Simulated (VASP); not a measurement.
Method: HSEsol screened hybrid, VASP's PBE PAW potentials (set 64) (plane waves; VASP).

VASP input:

### KPOINTS
```
kpoints
0
Gamma
  4 4 4
0 0 0
```

**INCAR**
```
SYSTEM = CsBr
PREC = Accurate
ENCUT = 520
EDIFF = 1E-6
NELM = 60
ALGO = Normal
LREAL = .FALSE.
LASPH = .TRUE.
ISMEAR = 0
SIGMA = 0.05
GGA = PS
HFSCREEN = 0.2
AEXX = 0.25
LHFCALC = .TRUE.
PRECFOCK = Fast
ISYM = 3
LMAXMIX = 4
LWAVE = .FALSE.
LCHARG = .FALSE.
ISIF = 2
```

File KPOINTS_OPT:
```
named points and PBE's band edges
6
Reciprocal
  0.000000   0.000000   0.000000 1 ! GAMMA
  0.500000   0.500000   0.500000 1 ! R
  0.500000   0.500000   0.000000 1 ! M
  0.000000   0.500000   0.000000 1 ! X
  0.464290   0.500000   0.000000 1 ! near an edge
  0.000000   0.035710   0.000000 1 ! near an edge
```

### POSCAR
```
CsBr
1
    4.3908082423     0.0000000000     0.0000000000
    0.0000000000     4.3908082423     0.0000000000
    0.0000000000     0.0000000000     4.3908082423
Cs Br
1 1
Direct
  0.0000000000   0.0000000000   0.0000000000
  0.5000000000   0.5000000000   0.5000000000
```

POTCAR, in this order: Cs_sv Br (PBE.64 set). Program: vasp_std. Read from the step before: WAVECAR.

Output of the run:

OSZICAR:
```
       N       E                     dE             d eps       ncg     rms          rms(c)
DAV:   1    -0.723235917578E+01   -0.72324E+01   -0.34227E-01   240   0.509E+00    0.101E+00
DAV:   2    -0.723339286393E+01   -0.10337E-02   -0.47821E-03   256   0.512E-01    0.629E-01
DAV:   3    -0.723283155580E+01    0.56131E-03   -0.51702E-04   272   0.162E-01    0.373E-01
DAV:   4    -0.723266149227E+01    0.17006E-03   -0.19376E-04   264   0.947E-02    0.218E-01
DAV:   5    -0.723261221583E+01    0.49276E-04   -0.49728E-05   256   0.508E-02    0.128E-01
DAV:   6    -0.723259767870E+01    0.14537E-04   -0.11048E-05   256   0.267E-02    0.752E-02
DAV:   7    -0.723259307157E+01    0.46071E-05   -0.28990E-06   252   0.152E-02    0.442E-02
DAV:   8    -0.723259186106E+01    0.12105E-05   -0.82917E-07   128   0.901E-03    0.262E-02
DAV:   9    -0.723259180005E+01    0.61005E-07   -0.38798E-07   128   0.631E-03
   1 F= -.72325918E+01 E0= -.72325918E+01  d E =-.232739E-19
       N       E                     dE             ncg
```

File OUTCAR:
```
------------------------ aborting loop because EDIFF is reached ----------------------------------------
  FORCE on cell =-STRESS in cart. coord.  units (eV):
  Direction    XX          YY          ZZ          XY          YZ          ZX
  --------------------------------------------------------------------------------------
  Total       -0.6388181     -0.6388181     -0.6388181      0.0000000      0.0000000     -0.0000000
  in kB      -12.0907817    -12.0907817    -12.0907817      0.0000000      0.0000000     -0.0000000
  external PRESSURE =     -12.0907817 kB  Pullay stress =       0.0000000 kB
  volume of cell :       84.65
      direct lattice vectors                 reciprocal lattice vectors
     4.390808242  0.000000000  0.000000000     0.227748502  0.000000000  0.000000000
     0.000000000  4.390808242  0.000000000     0.000000000  0.227748502  0.000000000
     0.000000000  0.000000000  4.390808242     0.000000000  0.000000000  0.227748502
 POSITION                                       TOTAL-FORCE (eV/Angst)
 -----------------------------------------------------------------------------------
      0.00000      0.00000      0.00000         0.000000      0.000000      0.000000
      2.19540      2.19540      2.19540         0.000000      0.000000      0.000000
 -----------------------------------------------------------------------------------
    total drift:                               -0.000002     -0.000002     -0.000002
  FREE ENERGIE OF THE ION-ELECTRON SYSTEM (eV)
  ---------------------------------------------------
  free  energy   TOTEN  =        -7.2325918001 eV

  energy  without entropy=       -7.2325918001  energy(sigma->0) =       -7.23259180

  exchange ACFDT corr.  =         0.00000000  see jH, gK, PRB 81, 115126
```
(Selected blocks of OUTCAR.)

The compound is CsBr in the CsCl type structure. It was relaxed first, which changed the volume by +7 %.
